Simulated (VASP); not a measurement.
# Si in VASP: a series of runs

Runs on Si. Level: PBE. Tasks: single point.

Program: VASP 6.6.1. These are calculated values, not measurements. Logs are shortened: lines on timing, memory, paths and dates and some standing lists are left out, and cuts for length are marked.

## 1. Starting point

The cell holds a sheet with vacuum, 1 atom: a = 2.399 Å, b = 2.418 Å, c = 23.800 Å, α = 90.00°, β = 90.00°, γ = 90.00°.

The cell was built by a generator and needn't be a form met in nature.

## 2. Single point, PBE

INCAR reads:

```
SYSTEM = Si
PREC = Accurate
ENCUT = 600
EDIFF = 1E-6
ISMEAR = -1
SIGMA = 0.05
LREAL = .FALSE.
LASPH = .TRUE.
NELM = 80
ALGO = Normal
ISIF = 2
LWAVE = .FALSE.
LCHARG = .FALSE.
LDIPOL = .TRUE.
IDIPOL = 3
DIPOL = 0.5 0.5 0.294
GGA = PE
```

KPOINTS reads:

```
Automatic mesh
0
G
  11 11 1
  0 0 0
```

POSCAR reads:

```
Si
1.0
    2.3993200000      0.0000000000      0.0000000000
    0.0000000000      2.4179400000      0.0000000000
    0.0000000000      0.0000000000     23.8000000000
Si
1
Direct
    0.5000000000      0.5000000000      0.2941200000
```

Potentials or basis: VASP PAW PBE potentials, release 64 (Si).

On the command line:

```bash
cat potpaw_PBE.64/Si/POTCAR > POTCAR
mpirun -np 1 vasp_std > vasp.out
```

OUTCAR:

```text
SYSTEM = Si
   PREC = Accurate
   ENCUT = 600
   EDIFF = 1E-6
   ISMEAR = -1
   LREAL = .FALSE.
   LASPH = .TRUE.
   NELM = 80
   ISIF = 2
   GGA = PE

 ion  position               nearest neighbor table
   1  0.500  0.500  0.294-

  LATTYP: Found a simple orthorhombic cell.
 ALAT       =     2.3993200000
 B/A-ratio  =     1.0077605322
 C/A-ratio  =     9.9194771852

  Lattice vectors:

 A1 = (   2.3993200000,   0.0000000000,   0.0000000000)
 A2 = (   0.0000000000,   2.4179400000,   0.0000000000)
 A3 = (   0.0000000000,   0.0000000000,  23.8000000000)

Analysis of symmetry for initial positions (statically):
=====================================================================
 Subroutine PRICEL returns:
 Original cell was already a primitive cell.

 Routine SETGRP: Setting up the symmetry group for a
 simple orthorhombic supercell.

 Subroutine GETGRP returns: Found  8 space group operations
 (whereof  4 operations were pure point group operations)
 out of a pool of  8 trial point group operations.

The static configuration has the point symmetry C_2v.
 The point group associated with its full space group is D_2h.

Analysis of symmetry for dynamics (positions and initial velocities):
=====================================================================
 Subroutine PRICEL returns:
 Original cell was already a primitive cell.

 Routine SETGRP: Setting up the symmetry group for a
 simple orthorhombic supercell.

 Subroutine GETGRP returns: Found  8 space group operations
 (whereof  4 operations were pure point group operations)
 out of a pool of  8 trial point group operations.

The dynamic configuration has the point symmetry C_2v.
 The point group associated with its full space group is D_2h.

 Subroutine INISYM returns: Found  8 space group operations
 (whereof  4 operations are pure point group operations),
 and found     1 'primitive' translations

----------------------------------------------------------------------------------------

                                     Primitive cell

  volume of cell :     138.0736

  direct lattice vectors                    reciprocal lattice vectors
     2.399320000  0.000000000  0.000000000     0.416784756  0.000000000  0.000000000
     0.000000000  2.417940000  0.000000000     0.000000000  0.413575192  0.000000000
     0.000000000  0.000000000 23.800000000     0.000000000  0.000000000  0.042016807

  length of vectors
     2.399320000  2.417940000 23.800000000     0.416784756  0.413575192  0.042016807

  position of ions in fractional coordinates (direct lattice)
     0.500000000  0.500000000  0.294120000

  ion indices of the primitive-cell ions
   primitive index   ion index
                 1           1

----------------------------------------------------------------------------------------

 KPOINTS: Automatic mesh

Automatic generation of k-mesh.
 Grid dimensions read from file:
 generate k-points for:   11   11    1

 Generating k-lattice:

  Cartesian coordinates                     Fractional coordinates (reciprocal lattice)
     0.037889523  0.000000000  0.000000000     0.090909091  0.000000000  0.000000000
     0.000000000  0.037597745  0.000000000     0.000000000  0.090909091  0.000000000
     0.000000000  0.000000000  0.042016807     0.000000000  0.000000000  1.000000000

  Length of vectors
     0.037889523  0.037597745  0.042016807

  Shift w.r.t. Gamma in fractional coordinates (k-lattice)
     0.000000000  0.000000000  0.000000000

 Subroutine IBZKPT returns following result:
 ===========================================

 Found     36 irreducible k-points:

 Following reciprocal coordinates:
            Coordinates               Weight
  0.000000  0.000000  0.000000      1.000000
  0.090909  0.000000  0.000000      2.000000
  0.181818  0.000000  0.000000      2.000000
  0.272727  0.000000  0.000000      2.000000
  0.363636  0.000000  0.000000      2.000000
  0.454545  0.000000  0.000000      2.000000
[... 16 lines left out ...]
  0.363636  0.272727  0.000000      4.000000
  0.454545  0.272727  0.000000      4.000000
 [... further k-points ...]
   k-points           NKPTS =     36   k-points in BZ     NKDIM =     36   number of bands    NBANDS=      6
   number of dos      NEDOS =    301   number of ions     NIONS =      1
   total plane-waves  NPLWV =  76800
   dimension x,y,z NGX =    20 NGY =   20 NGZ =  192
   dimension x,y,z NGXF=    40 NGYF=   40 NGZF=  384
   ions per type =               1
   NGX,Y,Z   is equivalent  to a cutoff of  13.86, 13.75, 13.41 a.u.
   NGXF,Y,Z  is equivalent  to a cutoff of  27.72, 27.50, 26.82 a.u.
 SYSTEM =  Si
   PREC   = accura    normal or accurate (medium, high low for compatibility)
   ISTART =      0    job   : 0-new  1-cont  2-samecut
   ICHARG =      2    charge: 1-file 2-atom 10-const
   ISPIN  =      1    spin polarized calculation?
   LNONCOLLINEAR =      F non collinear calculations
   LSORBIT =      F    spin-orbit coupling
   LASPH  =      T    aspherical Exc in radial PAW
   ENCUT  =  600.0 eV  44.10 Ry    6.64 a.u.   4.79  4.83 47.53*2*pi/ulx,y,z
   NELM   =     80;   NELMIN=  2; NELMDL= -5     # of ELM steps
   EDIFF  = 0.1E-05   stopping-criterion for ELM
   LREAL  =      F    real-space projection
   EDIFFG = 0.1E-04   stopping-criterion for IOM
   NSW    =      0    number of steps for IOM
   IBRION =     -1    ionic relax: 0-MD 1-quasi-New 2-CG
   NFREE  =      0    steps in history (QN), initial steepest desc. (CG)
   ISIF   =      2    stress and relaxation
   ISYM   =      2    0-nonsym 1-usesym 2-fastsym
   POTIM  = 0.5000    time-step for ionic-motion
   TEBEG  =    0.0;   TEEND  =   0.0 temperature during run
   PSTRESS=    0.0 pullay stress
   NELECT =       4.0000    total number of electrons
   NUPDOWN=      -1.0000    fix difference up-down
   EMIN   =  10.00;   EMAX   =-10.00  energy-range for DOS
   EFERMI =   0.00;   METHOD = LEGACY
   ISMEAR =    -1;   SIGMA  =   0.05  broadening in eV -4-tet -1-fermi 0-gaus
   EFERMI_NEDOS =   21; number of points for ismear=-14 and -15
   IALGO  =     38    algorithm
   IMIX   =      4    mixing-type and parameters
     AMIX     =   0.40;   BMIX     =  1.00
     AMIX_MAG =   1.60;   BMIX_MAG =  1.00
  volume/ion in A,a.u.               =     138.07       931.77
  Fermi-wavevector in a.u.,A,eV,Ry     =   0.502795  0.950145  3.439596  0.252803
  Thomas-Fermi vector in A             =   1.511992
   LORBIT       =      0    0 simple, 1 ext, 2 COOP (PROOUT), +10 PAW based schemes
   GGA     = PE    functional components
   LHFCALC =     F    Hartree Fock is set to
   AEXX    =    0.0000 exact exchange contribution
   IVDW    =     0    specifies the selected vdW correction
   LEPSILON=     F    determine dielectric tensor
   LRPA    =     F    only Hartree local field effects (RPA)
 non-spin polarized calculation
  energy-cutoff  :      600.00
  volume of cell :      138.07
 maximum number of plane-waves:      4638
 NGX is ok and might be reduce to    20
   NGX =  9   NGY =  9   NGZ = 95

 dipolmoment           0.000000      0.000000     -0.000001 electrons x Angstroem

 number of electron       4.0000000 magnetization

 dipolmoment           0.000000      0.000000      0.000001 electrons x Angstroem

 Free energy of the ion-electron system (eV)
  ---------------------------------------------------
  ext. energy  EPLUGINS =         0.00000000
  ---------------------------------------------------
  free energy    TOTEN  =        -4.53732772 eV

  energy without entropy =       -4.53144230  energy(sigma->0) =       -4.53438501

 E-fermi :  -3.1530     XC(G=0):  -1.8946

 val. band max:       -3.2132895538   @ k =   0.3636   0.3636   0.0000
 cond. band min:      -3.0976391043   @ k =   0.0909   0.3636   0.0000
 fundamental gap:      0.1156504495
 Fermi energy:        -3.1529607637

 k-point     1 :       0.0000    0.0000    0.0000
  band No.  band energies     occupation
      1     -14.6364      2.00000
      2      -6.3116      2.00000
      3      -0.0766      0.00000
      4       1.2757      0.00000
      5       1.5789      0.00000
      6       2.2653      0.00000

 k-point     2 :       0.0909    0.0000    0.0000
  band No.  band energies     occupation
      1     -14.4302      2.00000
      2      -6.1139      2.00000
      3       0.1284      0.00000
      4       1.4898      0.00000
      5       1.7937      0.00000
      6       2.4801      0.00000

 k-point     3 :       0.1818    0.0000    0.0000
  band No.  band energies     occupation
      1     -13.8135      2.00000
      2      -5.5232      2.00000
      3       0.5335      0.00000
      4       1.2018      0.00000
      5       2.1312      0.00000
      6       2.4466      0.00000

 k-point     4 :       0.2727    0.0000    0.0000
  band No.  band energies     occupation
      1     -12.7929      2.00000
      2      -4.5499      2.00000
      3      -2.1092      0.00000
      4       1.8866      0.00000
      5       3.1943      0.00000
      6       3.5227      0.00000

 k-point     5 :       0.3636    0.0000    0.0000
  band No.  band energies     occupation
      1     -11.3803      2.00000
      2      -4.8901      2.00000
      3      -3.2320      1.65886
      4       3.3491      0.00000
      5       3.9091      0.00000
      6       4.7989      0.00000
[... 136 lines left out ...]
 k-point    21 :       0.1818    0.2727    0.0000
  band No.  band energies     occupation
      1     -12.0111      2.00000
      2      -3.7994      2.00000
      3      -1.7398      0.00000
      4       2.3897      0.00000
      5       3.7998      0.00000
      6       4.0169      0.00000

 k-point    22 :       0.2727    0.2727    0.0000
  band No.  band energies     occupation
      1     -11.0049      2.00000
      2      -2.8346      0.00343
      3      -1.7456      0.00000
      4       1.2237      0.00000
      5       3.9701      0.00000
      6       5.0772      0.00000

 k-point    23 :       0.3636    0.2727    0.0000
  band No.  band energies     occupation
      1      -9.6150      2.00000
      2      -3.4868      1.99749
      3      -1.5320      0.00000
      4       1.4996      0.00000
      5       5.2951      0.00000
      6       5.6240      0.00000

 k-point    24 :       0.4545    0.2727    0.0000
  band No.  band energies     occupation
      1      -7.8754      2.00000
      2      -5.7397      2.00000
      3      -0.1271      0.00000
      4       2.7386      0.00000
      5       3.5040      0.00000
      6       5.3217      0.00000

 [... further k-points ...]

------------------------ aborting loop because EDIFF is reached ----------------------------------------

 vacuum level on the upper side and lower side of the slab       (xc-potential included)        -0.011        -0.011

  FORCE on cell =-STRESS in cart. coord.  units (eV):
  Direction    XX          YY          ZZ          XY          YZ          ZX
  --------------------------------------------------------------------------------------
  -------------------------------------------------------------------------------------
  Total        0.2382298     -0.1222167     -0.0006418      0.0000000      0.0000000      0.0000000
  in kB        2.7643687     -1.4181772     -0.0074473      0.0000000      0.0000000      0.0000000
  external PRESSURE =       0.4462480 kB  Pullay stress =       0.0000000 kB

 VOLUME and BASIS-vectors are now :
 -----------------------------------------------------------------------------
  energy-cutoff  :      600.00
  volume of cell :      138.07
      direct lattice vectors                 reciprocal lattice vectors
     2.399320000  0.000000000  0.000000000     0.416784756  0.000000000  0.000000000
     0.000000000  2.417940000  0.000000000     0.000000000  0.413575192  0.000000000
     0.000000000  0.000000000 23.800000000     0.000000000  0.000000000  0.042016807

 POSITION                                       TOTAL-FORCE (eV/Angst)
 -----------------------------------------------------------------------------------
      1.19966      1.20897      7.00006         0.000000      0.000000      0.000000
 -----------------------------------------------------------------------------------
    total drift:                               -0.000000      0.000000      0.000007

  FREE ENERGIE OF THE ION-ELECTRON SYSTEM (eV)
  ---------------------------------------------------
  free  energy   TOTEN  =        -4.5373277198 eV

  energy  without entropy=       -4.5314422999  energy(sigma->0) =       -4.53438501

 vacuum level on the upper side and lower side of the slab         1.513         1.513
```

Wall time 20 s (1 thread of Intel Xeon 6975P-C (Granite Rapids), shared host); peak memory 0.26 GiB.

What came out:

```yaml
Free_energy: -4.5373 eV
Band_gap_on_the_k_mesh: none (metal or under the smearing width)
```

[end of part 1 of 3]
